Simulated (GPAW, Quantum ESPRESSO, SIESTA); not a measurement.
**Al: programs and potentials compared**

```xyz
1
Lattice="0.0000 2.0248 2.0248 2.0248 0.0000 2.0248 2.0248 2.0248 0.0000" Properties=species:S:1:pos:R:3 pbc="T T T"
Al    0.0000    0.0000    0.0000
```

Alike in all runs: task equation of state; functional PBE; dispersion D3(BJ); k mesh 11 × 11 × 11; occupations fermi-dirac, width 0.05 eV; no spin polarisation; no spin-orbit coupling.

```
                                                                               program and potentials  plane-wave cutoff (eV)         notes  equilibrium volume (Å³/atom)  bulk modulus (GPa)
                                                   Quantum ESPRESSO, PseudoDojo 0.4.1 SR PBE standard                     544             -                         15.84                87.7
SIESTA, files PseudoDojo sr-pbe-0.4.1-standard, DZP (energy shift 0.002 Ry; radii capped at 9.5 bohr)                       -  atomic basis                         15.89                92.8
                                                           GPAW, GPAW PAW data sets (gpaw-data 1.2.1)                     600             -                         15.86                87.9
```

The equilibrium volume spans 15.84 (Quantum ESPRESSO, PseudoDojo 0.4.1 SR PBE standard) to 15.89 Å³/atom (SIESTA, files PseudoDojo sr-pbe-0.4.1-standard, DZP (energy shift 0.002 Ry; radii capped at 9.5 bohr)). The bulk modulus spans 87.7 (Quantum ESPRESSO, PseudoDojo 0.4.1 SR PBE standard) to 92.8 GPa (SIESTA, files PseudoDojo sr-pbe-0.4.1-standard, DZP (energy shift 0.002 Ry; radii capped at 9.5 bohr)). Rows in atomic bases carry the error of their basis and grid, which can be large. For a metal such a mesh isn't converged, which the comparison doesn't need.

The functional is the same throughout but for its coding, so the spread measures potentials, basis and numerics; runs on potential files found faulty are left out.
